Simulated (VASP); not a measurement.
An input for VASP 6.6.1 (TiAl):

INCAR

```
SYSTEM = TiAl
PREC     = Accurate       ! precision mode
ENCUT    = 30             ! plane-wave cutoff, eV
EDIFF    = 1E-7           ! SCF threshold, eV
ISMEAR   = 0              ! smearing method
SIGMA    = 0.1            ! smearing width, eV
LREAL    = .FALSE.        ! projectors in reciprocal space
LASPH    = .TRUE.         ! aspherical terms in the spheres
NELM     = 74             ! most SCF steps
ALGO     = Normal         ! electronic algorithm
ISIF     = 2              ! what is computed and relaxed
LWAVE    = .FALSE.        ! write WAVECAR
LCHARG   = .TRUE.         ! write CHGCAR
LMAXMIX  = 4              ! l up to which the mixer works
LDAU     = .TRUE.         ! DFT+U
LDAUTYPE = 2            
LDAUL    = 2 -1           ! shell
LDAUU    = 6.2 0          ! U, eV
LDAUJ    = 0.5 0        
LDAUPRINT= 1            
METAGGA  = SCAN           ! meta-GGA
LMIXTAU  = .TRUE.       
IVDW     = 12             ! dispersion correction
LELF     = .TRUE.         ! ELF
```

File KPOINTS:

```
regular mesh
0
G
  8 8 8
  0 0 0
```

Contents of POSCAR:

```
TiAl
3.1791
    0.999988676040      0.000000000000      0.000000000000
    0.000000000000      0.999988676040      0.000000000000
    0.000000000000      0.000000000000      0.999988676040
Ti Al
1 1
Direct
    0.0000000000      0.0000000000      0.0000000000
    0.5000000000      0.5000000000      0.5000000000
```

Potentials or basis: VASP PAW PBE potentials, release 64 (Ti, Al).

Launch:

```sh
$ cat potpaw_PBE.64/Ti/POTCAR potpaw_PBE.64/Al/POTCAR > POTCAR
$ mpirun -np 1 vasp_std > vasp.out
```

Question: What does the program do with it?

Answer: The run stopped without a result. It printed:

OUTCAR:

```text
SYSTEM = TiAl
   PREC = Accurate
   ENCUT = 30
   EDIFF = 1E-7
   ISMEAR = 0
   LREAL = .FALSE.
   LASPH = .TRUE.
   NELM = 74
   ISIF = 2
   METAGGA = SCAN
[... 146 lines left out ...]
   LASPH  =      T    aspherical Exc in radial PAW
   ENCUT  =   30.0 eV   2.20 Ry    1.48 a.u.   1.42  1.42  1.42*2*pi/ulx,y,z
   NELM   =     74;   NELMIN=  2; NELMDL= -5     # of ELM steps
   EDIFF  = 0.1E-06   stopping-criterion for ELM
   LREAL  =      F    real-space projection
   EDIFFG = 0.1E-05   stopping-criterion for IOM
   NSW    =      0    number of steps for IOM
   IBRION =     -1    ionic relax: 0-MD 1-quasi-New 2-CG
   NFREE  =      0    steps in history (QN), initial steepest desc. (CG)
   ISIF   =      2    stress and relaxation
[... 71 lines left out ...]
|     EEEEEEE  RRRRRR   RRRRRR   OOOOOOO  RRRRRR      ###     ###     ###     |
|     E        R     R  R     R  O     O  R     R     ###     ###     ###     |
|     E        R     R  R     R  O     O  R     R     ###     ###     ###     |
|     EEEEE    RRRRRR   RRRRRR   O     O  RRRRRR       #       #       #      |
|     E        R   R    R   R    O     O  R   R                               |
|     E        R    R   R    R   O     O  R    R      ###     ###     ###     |
|     EEEEEEE  R     R  R     R  OOOOOOO  R     R     ###     ###     ###     |
|                                                                             |
|     EDDAV: Call to ZHEGV failed. Returncode = 12 2 14                       |
|                                                                             |
|       ---->  I REFUSE TO CONTINUE WITH THIS SICK JOB ... BYE!!! <----       |
|                                                                             |
 -----------------------------------------------------------------------------
```

On the terminal:

```text
POSCAR found type information on POSCAR TiAl
 POSCAR found :  2 types and       2 ions
[... 31 lines left out ...]

1
```
